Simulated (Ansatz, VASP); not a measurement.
# HfC in VASP and in Ansatz

File INCAR:

```
SYSTEM = HfC
ALGO     = Normal         ! electronic algorithm
EDIFF    = 1E-6           ! SCF threshold, eV
ENCUT    = 520            ! plane-wave cutoff, eV
GGA      = PE             ! functional
ISIF     = 2              ! what is computed and relaxed
ISMEAR   = -1             ! smearing method
LASPH    = .True.         ! aspherical terms in the spheres
LCHARG   = .False.        ! write CHGCAR
LREAL    = .False.        ! projectors in reciprocal space
LWAVE    = .False.        ! write WAVECAR
NBANDS   = 14             ! bands
NELM     = 80             ! most SCF steps
PREC     = Accurate       ! precision mode
SIGMA    = 0.05           ! smearing width, eV
```

File KPOINTS:

```
k-points
0
Gamma
  12 12 12
  0 0 0
```

File POSCAR:

```
HfC
1.0
    0.0000000000      2.3480212992      2.3480212992
    2.3480212992      0.0000000000      2.3480212992
    2.3480212992      2.3480212992      0.0000000000
Hf C
1 1
Direct
    0.5000000000      0.5000000000      0.5000000000
    0.0000000000      0.0000000000      0.0000000000
```

Input for Ansatz:

```yaml
crystal:
  lattice:
    - [0.0, 2.3480212992, 2.3480212992]
    - [2.3480212992, 0.0, 2.3480212992]
    - [2.3480212992, 2.3480212992, 0.0]
  atoms:
    - { symbol: Hf, position: [0.5, 0.5, 0.5] }
    - { symbol: C, position: [0.0, 0.0, 0.0] }
kpoints:
  mp_grid: { grid: [12, 12, 12] }
scf:
  occupations: { method: fermi_dirac, width: 0.05 }
hamiltonian:
  xc: pbe
  pseudopotentials: { kind: all_electron, lapw: { basis_error: 0.00025 } }
output:
  forces: true
  stress: true
  eigenvalues: true
```

Change from the starting cell: volume scaled by 1.03.

Alike in both runs: task single point; functional PBE; k mesh 12 × 12 × 12; occupations fermi-dirac, width 0.05 eV; no spin polarisation.

|  | VASP | Ansatz |
| --- | --- | --- |
| version | VASP 6.6.1 | Ansatz 0.2.0 |
| potentials or method | VASP PAW PBE potentials, release 64 (Hf_pv, C) | all-electron LAPW, scalar-relativistic |
| plane-wave cutoff (eV) | 520 | see its input |

|  | VASP | Ansatz | Ansatz less VASP |
| --- | --- | --- | --- |
| pressure (GPa) | -7.1 | -6.3 | +0.80 |

Ansatz ran all-electron here, so the differences hold the error of VASP's frozen core and of both bases.

Spin-orbit coupling is left out, which matters for the levels of Hf.
